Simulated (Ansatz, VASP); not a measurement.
## One calculation of CuAu, two programs

```
Au Cu
1.0
     1.41360    0.81614    4.16929
    -1.41360    0.81614    4.16929
     0.00000   -1.63228    4.16929
Au Cu
1 1
Direct
  0.00000 0.00000 0.00000
  0.50000 0.50000 0.50000
```

The cell comes from a database or a generator and needn't be the stable form of this composition.

Alike in both runs: task single point; functional LDA; k mesh 11 × 11 × 11; occupations fermi-dirac, width 0.05 eV; no spin polarisation.

```csv
,VASP,Ansatz
version,VASP 6.6.1,Ansatz 0.2.0
potentials or method,"VASP PAW LDA potentials, release 64 (Au, Cu)",Ansatz PAW
plane-wave cutoff (eV),520,420
valence electrons in the cell,22,38
```

Ansatz gave:

```
gap on the k mesh at the Fermi level (eV)       : none
pressure (GPa)                                  : -4.4
largest component of the traceless stress (GPa) : 1.11
```

**Question.** Estimate VASP's values.

**Answer.** gap on the k mesh at the Fermi level (eV): none; pressure (GPa): -3.9; largest component of the traceless stress (GPa): 1.30.

A gap of «none» marks a metal or a gap that the smearing closes. The two sets of potentials don't hold the same shells in valence.

Caveats: the PAW data sets come from PBE, with cores solved anew for the run's functional, which leaves a small shift of forces and pressure (Ansatz). Spin-orbit coupling is left out, which matters for the levels of Au.
